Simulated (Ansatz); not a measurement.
Results of HSE06+SOC (PAW; Ansatz, an electronic-structure program) for chalcopyrite CuInS2.

Run with plane-wave cutoff 460 eV, 6×6×6 k mesh, Fermi–Dirac smearing 0.01 eV, PAW data made under PBE.

Cell (measured lattice):

```cif
data_Cu2In2S4
_chemical_formula_sum 'In2 Cu2 S4'
_space_group_name_H-M_alt 'P 1'
_space_group_IT_number 1
_cell_length_a 6.79972
_cell_length_b 6.79972
_cell_length_c 6.79972
_cell_angle_alpha 132.079
_cell_angle_beta 132.079
_cell_angle_gamma 70.104
loop_
_space_group_symop_operation_xyz
  'x, y, z'
loop_
_atom_site_label
_atom_site_type_symbol
_atom_site_fract_x
_atom_site_fract_y
_atom_site_fract_z
_atom_site_occupancy
In1 In 0.50000 0.50000 0.00000 1
In2 In 0.25000 0.75000 0.50000 1
Cu1 Cu 0.00000 0.00000 0.00000 1
Cu2 Cu 0.75000 0.25000 0.50000 1
S1 S 0.87500 0.89554 0.52054 1
S2 S 0.10446 0.62500 0.97946 1
S3 S 0.37500 0.35446 0.47946 1
S4 S 0.64554 0.12500 0.02054 1
```

**Question.** Give the computed band gap.

**Answer.** 
* **band gap**: 1.34 eV (direct)

Measured, for comparison: band gap 1.55 eV (temperature not stated, not corrected to a static lattice, direct or pseudo-direct at Γ; as tabulated in Ghosh et al. (2024), arXiv:2401.16805). Computed (rounded) less measured: band gap -0.21 eV.

Note: cell and atoms aren't relaxed at this level (largest force component 0.07 eV/Å, pressure 1.1 GPa).

Static lattice: no zero-point or thermal effects.
